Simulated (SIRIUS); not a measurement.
# KBr (Fm-3m) in SIRIUS: further runs, part 2 of 2

SIRIUS 7.12.0. The steps go on from the part before.

## 5. Equation of state, RPBE, 35.94 Å³/atom

sirius.json reads:

```json
{
  "control": {
    "processing_unit": "cpu",
    "std_evp_solver_name": "lapack",
    "gen_evp_solver_name": "lapack",
    "verbosity": 2,
    "print_forces": false,
    "ortho_rf": true,
    "use_second_variation": true,
    "rmt_max": 3.0,
    "num_bands_to_print": 23,
    "save_wf": true
  },
  "parameters": {
    "electronic_structure_method": "full_potential_lapwlo",
    "xc_functionals": ["XC_GGA_X_RPBE", "XC_GGA_C_PBE"],
    "core_relativity": "dirac",
    "valence_relativity": "iora",
    "num_fv_states": 23,
    "smearing": "fermi_dirac",
    "smearing_width": 0.0018374661,
    "pw_cutoff": 20,
    "gk_cutoff": 3.5,
    "lmax_apw": 10,
    "lmax_rho": 8,
    "lmax_pot": 8,
    "num_mag_dims": 0,
    "auto_rmt": 0,
    "ngridk": [7, 7, 7],
    "shiftk": [0, 0, 0],
    "num_dft_iter": 80,
    "energy_tol": 1e-07,
    "density_tol": 1e-05,
    "use_symmetry": true
  },
  "settings": {"tol_ne": 1e-10},
  "iterative_solver": {"type": "exact"},
  "mixer": {"type": "anderson", "beta": 0.5, "max_history": 8},
  "unit_cell": {
    "lattice_vectors": [[0.0, 6.2360962113, 6.2360962113], [6.2360962113, 0.0, 6.2360962113], [6.2360962113, 6.2360962113, 0.0]],
    "atom_types": ["Br", "K"],
    "atom_files": {"Br": "Br.json", "K": "K.json"},
    "atoms": {"Br": [[0.5, 0.5, 0.5]], "K": [[0.0, 0.0, 0.0]]}
  }
}
```

Br.json reads:

```json
{
  "name": "bromine",
  "symbol": "Br",
  "number": 35,
  "mass": 79.904,
  "rmin": 1e-06,
  "rmt": 2.4,
  "nrmt": 800,
  "rinf": 12.55,
  "core": "1s2s2p3s",
  "valence": [
    {"basis": [{"enu": -0.22, "dme": 0, "n": 0, "auto": 0}, {"enu": -0.22, "dme": 1, "n": 0, "auto": 0}]},
    {"l": 0, "n": 1, "basis": [{"enu": -0.2955, "dme": 0, "n": 0, "auto": 0}]},
    {"l": 1, "n": 2, "basis": [{"enu": -0.12, "dme": 0, "n": 0, "auto": 0}]},
    {"l": 2, "n": 3, "basis": [{"enu": -0.12, "dme": 0, "n": 0, "auto": 0}]},
    {"l": 3, "n": 4, "basis": [{"enu": -0.12, "dme": 0, "n": 0, "auto": 0}]}
  ],
  "lo": [
    {
      "l": 0,
      "basis": [{"enu": -0.2955, "dme": 0, "n": 0, "auto": 0}, {"enu": -0.2955, "dme": 1, "n": 0, "auto": 0}]
    },
    {
      "l": 0,
      "basis": [{"enu": -0.2955, "dme": 1, "n": 0, "auto": 0}, {"enu": -0.2955, "dme": 2, "n": 0, "auto": 0}]
    },
    {
      "l": 0,
      "basis": [{"enu": -0.2955, "dme": 0, "n": 0, "auto": 0}, {"enu": 1.7878, "dme": 0, "n": 0, "auto": 0}]
    },
    {"l": 1, "basis": [{"enu": -0.12, "dme": 0, "n": 0, "auto": 0}, {"enu": -0.12, "dme": 1, "n": 0, "auto": 0}]},
    {"l": 1, "basis": [{"enu": -0.12, "dme": 1, "n": 0, "auto": 0}, {"enu": -0.12, "dme": 2, "n": 0, "auto": 0}]},
    {
      "l": 1,
      "basis": [{"enu": -6.1836, "dme": 0, "n": 3, "auto": 1}, {"enu": -6.1836, "dme": 1, "n": 3, "auto": 1}]
    },
    {
      "l": 1,
      "basis": [{"enu": -0.12, "dme": 0, "n": 0, "auto": 0}, {"enu": 2.2758, "dme": 0, "n": 0, "auto": 0}]
    },
    {"l": 2, "basis": [{"enu": -0.12, "dme": 0, "n": 0, "auto": 0}, {"enu": -0.12, "dme": 1, "n": 0, "auto": 0}]},
    {
      "l": 2,
      "basis": [{"enu": -2.2902, "dme": 0, "n": 3, "auto": 1}, {"enu": -2.2902, "dme": 1, "n": 3, "auto": 1}]
    },
    {
      "l": 2,
      "basis": [{"enu": -2.2902, "dme": 1, "n": 3, "auto": 1}, {"enu": -0.12, "dme": 0, "n": 0, "auto": 0}]
    },
    {
      "l": 2,
      "basis": [{"enu": -0.12, "dme": 0, "n": 0, "auto": 0}, {"enu": 3.4911, "dme": 0, "n": 0, "auto": 0}]
    },
    {"l": 3, "basis": [{"enu": -0.12, "dme": 0, "n": 0, "auto": 0}, {"enu": -0.12, "dme": 1, "n": 0, "auto": 0}]},
    {
      "l": 3,
      "basis": [{"enu": -0.12, "dme": 0, "n": 0, "auto": 0}, {"enu": 2.9008, "dme": 0, "n": 0, "auto": 0}]
    }
  ],
  "free_atom": [... radial grid and density of the free atom, the start of the SCF ...]
}
```

K.json reads:

```json
{
  "name": "potassium",
  "symbol": "K",
  "number": 19,
  "mass": 39.0983,
  "rmin": 1e-06,
  "rmt": 2.4,
  "nrmt": 800,
  "rinf": 22.7,
  "core": "1s2s2p",
  "valence": [
    {"basis": [{"enu": -0.22, "dme": 0, "n": 0, "auto": 0}, {"enu": -0.22, "dme": 1, "n": 0, "auto": 0}]},
    {"l": 0, "n": 1, "basis": [{"enu": -0.12, "dme": 0, "n": 0, "auto": 0}]},
    {"l": 1, "n": 2, "basis": [{"enu": -0.12, "dme": 0, "n": 0, "auto": 0}]},
    {"l": 2, "n": 3, "basis": [{"enu": -0.12, "dme": 0, "n": 0, "auto": 0}]},
    {"l": 3, "n": 4, "basis": [{"enu": -0.12, "dme": 0, "n": 0, "auto": 0}]}
  ],
  "lo": [
    {"l": 0, "basis": [{"enu": -0.12, "dme": 0, "n": 0, "auto": 0}, {"enu": -0.12, "dme": 1, "n": 0, "auto": 0}]},
    {
      "l": 0,
      "basis": [{"enu": -1.3226, "dme": 0, "n": 3, "auto": 1}, {"enu": -1.3226, "dme": 1, "n": 3, "auto": 1}]
    },
    {
      "l": 0,
      "basis": [{"enu": -1.3226, "dme": 1, "n": 3, "auto": 1}, {"enu": -0.12, "dme": 0, "n": 0, "auto": 0}]
    },
    {
      "l": 0,
      "basis": [{"enu": -0.12, "dme": 0, "n": 0, "auto": 0}, {"enu": 2.6578, "dme": 0, "n": 0, "auto": 0}]
    },
    {"l": 1, "basis": [{"enu": -0.12, "dme": 0, "n": 0, "auto": 0}, {"enu": -0.12, "dme": 1, "n": 0, "auto": 0}]},
    {
      "l": 1,
      "basis": [{"enu": -0.7234, "dme": 0, "n": 3, "auto": 1}, {"enu": -0.7234, "dme": 1, "n": 3, "auto": 1}]
    },
    {
      "l": 1,
      "basis": [{"enu": -0.7234, "dme": 1, "n": 3, "auto": 1}, {"enu": -0.12, "dme": 0, "n": 0, "auto": 0}]
    },
    {
      "l": 1,
      "basis": [{"enu": -0.12, "dme": 0, "n": 0, "auto": 0}, {"enu": 3.0744, "dme": 0, "n": 0, "auto": 0}]
    },
    {"l": 2, "basis": [{"enu": -0.12, "dme": 0, "n": 0, "auto": 0}, {"enu": -0.12, "dme": 1, "n": 0, "auto": 0}]},
    {"l": 2, "basis": [{"enu": -0.12, "dme": 1, "n": 0, "auto": 0}, {"enu": -0.12, "dme": 2, "n": 0, "auto": 0}]},
    {
      "l": 2,
      "basis": [{"enu": -0.12, "dme": 0, "n": 0, "auto": 0}, {"enu": 2.5883, "dme": 0, "n": 0, "auto": 0}]
    },
    {"l": 3, "basis": [{"enu": -0.12, "dme": 0, "n": 0, "auto": 0}, {"enu": -0.12, "dme": 1, "n": 0, "auto": 0}]}
  ],
  "free_atom": [... radial grid and density of the free atom, the start of the SCF ...]
}
```

sirius_start.json reads:

```json
{
  "control": {
    "processing_unit": "cpu",
    "std_evp_solver_name": "lapack",
    "gen_evp_solver_name": "lapack",
    "verbosity": 1,
    "print_forces": false,
    "ortho_rf": true,
    "use_second_variation": true,
    "rmt_max": 3.0,
    "num_bands_to_print": 23,
    "save_wf": false
  },
  "parameters": {
    "electronic_structure_method": "full_potential_lapwlo",
    "xc_functionals": ["XC_LDA_X", "XC_LDA_C_PW"],
    "core_relativity": "dirac",
    "valence_relativity": "iora",
    "num_fv_states": 23,
    "smearing": "fermi_dirac",
    "smearing_width": 0.0055123983,
    "pw_cutoff": 20,
    "gk_cutoff": 2.8,
    "lmax_apw": 10,
    "lmax_rho": 8,
    "lmax_pot": 8,
    "num_mag_dims": 0,
    "auto_rmt": 0,
    "ngridk": [3, 3, 3],
    "shiftk": [0, 0, 0],
    "num_dft_iter": 30,
    "energy_tol": 0.01,
    "density_tol": 0.05,
    "use_symmetry": true
  },
  "settings": {"tol_ne": 1e-10},
  "iterative_solver": {"type": "exact"},
  "mixer": {"type": "anderson", "beta": 0.5, "max_history": 8},
  "unit_cell": {
    "lattice_vectors": [[0.0, 6.2360962113, 6.2360962113], [6.2360962113, 0.0, 6.2360962113], [6.2360962113, 6.2360962113, 0.0]],
    "atom_types": ["Br", "K"],
    "atom_files": {"Br": "Br.json", "K": "K.json"},
    "atoms": {"Br": [[0.5, 0.5, 0.5]], "K": [[0.0, 0.0, 0.0]]}
  }
}
```

On the command line:

```
$ OMP_NUM_THREADS=1 sirius.scf --input=sirius_start.json --output=start.json
$ OMP_NUM_THREADS=1 sirius.scf --input=sirius.json --output=output.json --task=1
```

It took 49 s on 1 thread of Arm Neoverse V2, shared host; peak memory 0.51 GiB.

The run converged. Its results:

```
Free energy                                       : -87328.6846 eV
Band gap on the k mesh                            : 4.78 eV, direct
All electrons inside the program's atomic spheres : Br 33.56; K 17.60 (radii Br 2.4, K 2.4 bohr)
```

Caveat: an odd mesh through Γ misses points on the zone boundary, where band edges often lie.

## 6. Equation of state, RPBE, 36.66 Å³/atom (volume scaled by 1.02)

Edit sirius.json of step 5 so:

```diff
@@ -39,3 +39,3 @@
   "unit_cell": {
-    "lattice_vectors": [[0.0, 6.2360962113, 6.2360962113], [6.2360962113, 0.0, 6.2360962113], [6.2360962113, 6.2360962113, 0.0]],
+    "lattice_vectors": [[0.0, 6.2773960652, 6.2773960652], [6.2773960652, 0.0, 6.2773960652], [6.2773960652, 6.2773960652, 0.0]],
     "atom_types": ["Br", "K"],
```

Br.json is that of step 5.

K.json is that of step 5.

Edit sirius_start.json of step 5 so:

```diff
@@ -39,3 +39,3 @@
   "unit_cell": {
-    "lattice_vectors": [[0.0, 6.2360962113, 6.2360962113], [6.2360962113, 0.0, 6.2360962113], [6.2360962113, 6.2360962113, 0.0]],
+    "lattice_vectors": [[0.0, 6.2773960652, 6.2773960652], [6.2773960652, 0.0, 6.2773960652], [6.2773960652, 6.2773960652, 0.0]],
     "atom_types": ["Br", "K"],
```

Potentials or basis: all-electron FP-LAPW, apw+lo standard.

On the command line:

```
$ OMP_NUM_THREADS=1 sirius.scf --input=sirius_start.json --output=start.json
$ OMP_NUM_THREADS=1 sirius.scf --input=sirius.json --output=output.json --task=1
```

Run time: 50 s. Hardware: 1 thread of Arm Neoverse V2, shared host; peak memory 0.52 GiB.

It converged, with:

```yaml
Free_energy: -87328.7018 eV
Band_gap_on_the_k_mesh: 4.72 eV, direct
All_electrons_inside_the_program's_atomic_spheres: Br 33.55; K 17.60 (radii Br 2.4, K 2.4 bohr)
```

Caveat: an odd mesh through Γ misses points on the zone boundary, where band edges often lie.

## 7. Equation of state, RPBE, 37.37 Å³/atom (volume scaled by 1.04)

Edit sirius.json of step 6 so:

```diff
@@ -39,3 +39,3 @@
   "unit_cell": {
-    "lattice_vectors": [[0.0, 6.2773960652, 6.2773960652], [6.2773960652, 0.0, 6.2773960652], [6.2773960652, 6.2773960652, 0.0]],
+    "lattice_vectors": [[0.0, 6.3181595196, 6.3181595196], [6.3181595196, 0.0, 6.3181595196], [6.3181595196, 6.3181595196, 0.0]],
     "atom_types": ["Br", "K"],
```

Br.json is that of step 6.

K.json is that of step 6.

Edit sirius_start.json of step 6 so:

```diff
@@ -39,3 +39,3 @@
   "unit_cell": {
-    "lattice_vectors": [[0.0, 6.2773960652, 6.2773960652], [6.2773960652, 0.0, 6.2773960652], [6.2773960652, 6.2773960652, 0.0]],
+    "lattice_vectors": [[0.0, 6.3181595196, 6.3181595196], [6.3181595196, 0.0, 6.3181595196], [6.3181595196, 6.3181595196, 0.0]],
     "atom_types": ["Br", "K"],
```

On the command line:

```
$ OMP_NUM_THREADS=1 sirius.scf --input=sirius_start.json --output=start.json
$ OMP_NUM_THREADS=1 sirius.scf --input=sirius.json --output=output.json --task=1
```

Run time: 51 s. Hardware: 1 thread of Arm Neoverse V2, shared host; peak memory 0.52 GiB.

The run converged. Its results:

```yaml
Free_energy: -87328.7159 eV
Band_gap_on_the_k_mesh: 4.67 eV, direct
All_electrons_inside_the_program's_atomic_spheres: Br 33.55; K 17.59 (radii Br 2.4, K 2.4 bohr)
```

Caveat: an odd mesh through Γ misses points on the zone boundary, where band edges often lie.

## 8. Equation of state, RPBE, 38.09 Å³/atom (volume scaled by 1.06)

Edit sirius.json of step 7 so:

```diff
@@ -39,3 +39,3 @@
   "unit_cell": {
-    "lattice_vectors": [[0.0, 6.3181595196, 6.3181595196], [6.3181595196, 0.0, 6.3181595196], [6.3181595196, 6.3181595196, 0.0]],
+    "lattice_vectors": [[0.0, 6.3584036589, 6.3584036589], [6.3584036589, 0.0, 6.3584036589], [6.3584036589, 6.3584036589, 0.0]],
     "atom_types": ["Br", "K"],
```

Br.json reads:

```json
{
  "name": "bromine",
  "symbol": "Br",
  "number": 35,
  "mass": 79.904,
  "rmin": 1e-06,
  "rmt": 2.4,
  "nrmt": 800,
  "rinf": 12.55,
  "core": "1s2s2p3s",
  "valence": [
    {"basis": [{"enu": -0.23, "dme": 0, "n": 0, "auto": 0}, {"enu": -0.23, "dme": 1, "n": 0, "auto": 0}]},
    {"l": 0, "n": 1, "basis": [{"enu": -0.3055, "dme": 0, "n": 0, "auto": 0}]},
    {"l": 1, "n": 2, "basis": [{"enu": -0.13, "dme": 0, "n": 0, "auto": 0}]},
    {"l": 2, "n": 3, "basis": [{"enu": -0.13, "dme": 0, "n": 0, "auto": 0}]},
    {"l": 3, "n": 4, "basis": [{"enu": -0.13, "dme": 0, "n": 0, "auto": 0}]}
  ],
  "lo": [
    {
      "l": 0,
      "basis": [{"enu": -0.3055, "dme": 0, "n": 0, "auto": 0}, {"enu": -0.3055, "dme": 1, "n": 0, "auto": 0}]
    },
    {
      "l": 0,
      "basis": [{"enu": -0.3055, "dme": 1, "n": 0, "auto": 0}, {"enu": -0.3055, "dme": 2, "n": 0, "auto": 0}]
    },
    {
      "l": 0,
      "basis": [{"enu": -0.3055, "dme": 0, "n": 0, "auto": 0}, {"enu": 1.7778, "dme": 0, "n": 0, "auto": 0}]
    },
    {"l": 1, "basis": [{"enu": -0.13, "dme": 0, "n": 0, "auto": 0}, {"enu": -0.13, "dme": 1, "n": 0, "auto": 0}]},
    {"l": 1, "basis": [{"enu": -0.13, "dme": 1, "n": 0, "auto": 0}, {"enu": -0.13, "dme": 2, "n": 0, "auto": 0}]},
    {
      "l": 1,
      "basis": [{"enu": -6.1936, "dme": 0, "n": 3, "auto": 1}, {"enu": -6.1936, "dme": 1, "n": 3, "auto": 1}]
    },
    {
      "l": 1,
      "basis": [{"enu": -0.13, "dme": 0, "n": 0, "auto": 0}, {"enu": 2.2658, "dme": 0, "n": 0, "auto": 0}]
    },
    {"l": 2, "basis": [{"enu": -0.13, "dme": 0, "n": 0, "auto": 0}, {"enu": -0.13, "dme": 1, "n": 0, "auto": 0}]},
    {
      "l": 2,
      "basis": [{"enu": -2.3002, "dme": 0, "n": 3, "auto": 1}, {"enu": -2.3002, "dme": 1, "n": 3, "auto": 1}]
    },
    {
      "l": 2,
      "basis": [{"enu": -2.3002, "dme": 1, "n": 3, "auto": 1}, {"enu": -0.13, "dme": 0, "n": 0, "auto": 0}]
    },
    {
      "l": 2,
      "basis": [{"enu": -0.13, "dme": 0, "n": 0, "auto": 0}, {"enu": 3.4811, "dme": 0, "n": 0, "auto": 0}]
    },
    {"l": 3, "basis": [{"enu": -0.13, "dme": 0, "n": 0, "auto": 0}, {"enu": -0.13, "dme": 1, "n": 0, "auto": 0}]},
    {
      "l": 3,
      "basis": [{"enu": -0.13, "dme": 0, "n": 0, "auto": 0}, {"enu": 2.8908, "dme": 0, "n": 0, "auto": 0}]
    }
  ],
  "free_atom": [... radial grid and density of the free atom, the start of the SCF ...]
}
```

K.json reads:

```json
{
  "name": "potassium",
  "symbol": "K",
  "number": 19,
  "mass": 39.0983,
  "rmin": 1e-06,
  "rmt": 2.4,
  "nrmt": 800,
  "rinf": 22.7,
  "core": "1s2s2p",
  "valence": [
    {"basis": [{"enu": -0.23, "dme": 0, "n": 0, "auto": 0}, {"enu": -0.23, "dme": 1, "n": 0, "auto": 0}]},
    {"l": 0, "n": 1, "basis": [{"enu": -0.13, "dme": 0, "n": 0, "auto": 0}]},
    {"l": 1, "n": 2, "basis": [{"enu": -0.13, "dme": 0, "n": 0, "auto": 0}]},
    {"l": 2, "n": 3, "basis": [{"enu": -0.13, "dme": 0, "n": 0, "auto": 0}]},
    {"l": 3, "n": 4, "basis": [{"enu": -0.13, "dme": 0, "n": 0, "auto": 0}]}
  ],
  "lo": [
    {"l": 0, "basis": [{"enu": -0.13, "dme": 0, "n": 0, "auto": 0}, {"enu": -0.13, "dme": 1, "n": 0, "auto": 0}]},
    {
      "l": 0,
      "basis": [{"enu": -1.3326, "dme": 0, "n": 3, "auto": 1}, {"enu": -1.3326, "dme": 1, "n": 3, "auto": 1}]
    },
    {
      "l": 0,
      "basis": [{"enu": -1.3326, "dme": 1, "n": 3, "auto": 1}, {"enu": -0.13, "dme": 0, "n": 0, "auto": 0}]
    },
    {
      "l": 0,
      "basis": [{"enu": -0.13, "dme": 0, "n": 0, "auto": 0}, {"enu": 2.6478, "dme": 0, "n": 0, "auto": 0}]
    },
    {"l": 1, "basis": [{"enu": -0.13, "dme": 0, "n": 0, "auto": 0}, {"enu": -0.13, "dme": 1, "n": 0, "auto": 0}]},
    {
      "l": 1,
      "basis": [{"enu": -0.7334, "dme": 0, "n": 3, "auto": 1}, {"enu": -0.7334, "dme": 1, "n": 3, "auto": 1}]
    },
    {
      "l": 1,
      "basis": [{"enu": -0.7334, "dme": 1, "n": 3, "auto": 1}, {"enu": -0.13, "dme": 0, "n": 0, "auto": 0}]
    },
    {
      "l": 1,
      "basis": [{"enu": -0.13, "dme": 0, "n": 0, "auto": 0}, {"enu": 3.0644, "dme": 0, "n": 0, "auto": 0}]
    },
    {"l": 2, "basis": [{"enu": -0.13, "dme": 0, "n": 0, "auto": 0}, {"enu": -0.13, "dme": 1, "n": 0, "auto": 0}]},
    {"l": 2, "basis": [{"enu": -0.13, "dme": 1, "n": 0, "auto": 0}, {"enu": -0.13, "dme": 2, "n": 0, "auto": 0}]},
    {
      "l": 2,
      "basis": [{"enu": -0.13, "dme": 0, "n": 0, "auto": 0}, {"enu": 2.5783, "dme": 0, "n": 0, "auto": 0}]
    },
    {"l": 3, "basis": [{"enu": -0.13, "dme": 0, "n": 0, "auto": 0}, {"enu": -0.13, "dme": 1, "n": 0, "auto": 0}]}
  ],
  "free_atom": [... radial grid and density of the free atom, the start of the SCF ...]
}
```

Edit sirius_start.json of step 7 so:

```diff
@@ -39,3 +39,3 @@
   "unit_cell": {
-    "lattice_vectors": [[0.0, 6.3181595196, 6.3181595196], [6.3181595196, 0.0, 6.3181595196], [6.3181595196, 6.3181595196, 0.0]],
+    "lattice_vectors": [[0.0, 6.3584036589, 6.3584036589], [6.3584036589, 0.0, 6.3584036589], [6.3584036589, 6.3584036589, 0.0]],
     "atom_types": ["Br", "K"],
```

On the command line:

```
$ OMP_NUM_THREADS=1 sirius.scf --input=sirius_start.json --output=start.json
$ OMP_NUM_THREADS=1 sirius.scf --input=sirius.json --output=output.json --task=1
```

It took 52 s on 1 thread of Arm Neoverse V2, shared host; peak memory 0.53 GiB.

The run converged. Its results:

```
Free energy                                       : -87328.7270 eV
Band gap on the k mesh                            : 4.62 eV, direct
All electrons inside the program's atomic spheres : Br 33.54; K 17.59 (radii Br 2.4, K 2.4 bohr)
```

Caveat: an odd mesh through Γ misses points on the zone boundary, where band edges often lie.

## 9. Equation of state, RPBE

Potentials or basis: all-electron FP-LAPW, apw+lo standard.

No new run: the results of the series are fitted here.

What came out:

- Equilibrium volume: 41.29 Å³/atom (rough: see the caveat)
- Bulk modulus: 11.4 GPa (rough)

Energy against volume, from the lowest point:
| volume (Å³/atom) | energy (meV/atom) |
| --- | --- |
| 33.781 | 58.35 |
| 34.500 | 43.91 |
| 35.218 | 31.60 |
| 35.937 | 21.20 |
| 36.656 | 12.62 |
| 37.374 | 5.53 |
| 38.093 | 0.00 |

Caveat: the minimum lies outside the volumes run.
